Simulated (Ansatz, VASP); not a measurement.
**HgTe in VASP and in Ansatz**

File INCAR:

```
SYSTEM = HgTe
ALGO     = Normal         ! electronic algorithm
EDIFF    = 1E-7           ! SCF threshold, eV
ENCUT    = 520            ! plane-wave cutoff, eV
GGA      = PS             ! functional
ISIF     = 2              ! what is computed and relaxed
ISMEAR   = -1             ! smearing method
LASPH    = .TRUE.         ! aspherical terms in the spheres
LCHARG   = .FALSE.        ! write CHGCAR
LREAL    = .FALSE.        ! projectors in reciprocal space
LWAVE    = .FALSE.        ! write WAVECAR
NBANDS   = 16             ! bands
NELM     = 60             ! most SCF steps
PREC     = Accurate       ! precision mode
SIGMA    = 0.05           ! smearing width, eV
```

The input KPOINTS:

```
k-points
0
G
  9 9 9
  0 0 0
```

POSCAR

```
HgTe
1.0
    0.0000000000      3.2867219331      3.2867219331
    3.2867219331      0.0000000000      3.2867219331
    3.2867219331      3.2867219331      0.0000000000
Hg Te
1 1
Direct
    0.0000000000      0.0000000000      0.0000000000
    0.7500000000      0.7500000000      0.7500000000
```

Input for Ansatz:

```yaml
crystal:
  lattice:
    - [0.0, 3.2867219331, 3.2867219331]
    - [3.2867219331, 0.0, 3.2867219331]
    - [3.2867219331, 3.2867219331, 0.0]
  atoms:
    - { symbol: Hg, position: [0.0, 0.0, 0.0] }
    - { symbol: Te, position: [0.75, 0.75, 0.75] }
kpoints:
  mp_grid: { grid: [9, 9, 9] }
  band_path:
    path:
      - [0.0, 0.0, 0.0]
      - [-0.5, -0.5, 0.0]
      - [-0.375, -0.375, 0.25]
      - [-0.375, 0.0, 0.375]
      - [0.0, 0.0, 0.0]
      - [0.0, 0.0, 0.5]
      - [-0.5, -0.25, 0.25]
      - [-0.5, -0.5, 0.0]
    npoints: 5
scf:
  occupations: { method: fermi_dirac, width: 0.05 }
hamiltonian:
  xc: pbesol
  pseudopotentials: { kind: all_electron, lapw: { basis_error: 0.0005 } }
output:
  forces: true
  stress: true
  eigenvalues: true
```

Change from the starting cell: volume scaled by 1.06.

Alike in both runs: task single point; functional PBEsol; k mesh 9 × 9 × 9; occupations fermi-dirac, width 0.05 eV; no spin polarisation.

|  | VASP | Ansatz |
| --- | --- | --- |
| version | VASP 6.6.1 | Ansatz 0.2.0 |
| potentials or method | VASP PAW PBE potentials, release 64 (Hg, Te) | all-electron LAPW, scalar-relativistic |
| plane-wave cutoff (eV) | 520 | see its input |

```csv
,VASP,Ansatz,Ansatz less VASP
pressure (GPa),-1.1,-1.1,-0.08
```

Ansatz ran all-electron here, so the differences hold the error of VASP's frozen core and of both bases.

Caveats: the PAW data sets were made with another functional, which shifts forces and pressure a little (VASP). The runs have no spin-orbit coupling, so splittings on Hg, Te are missing.
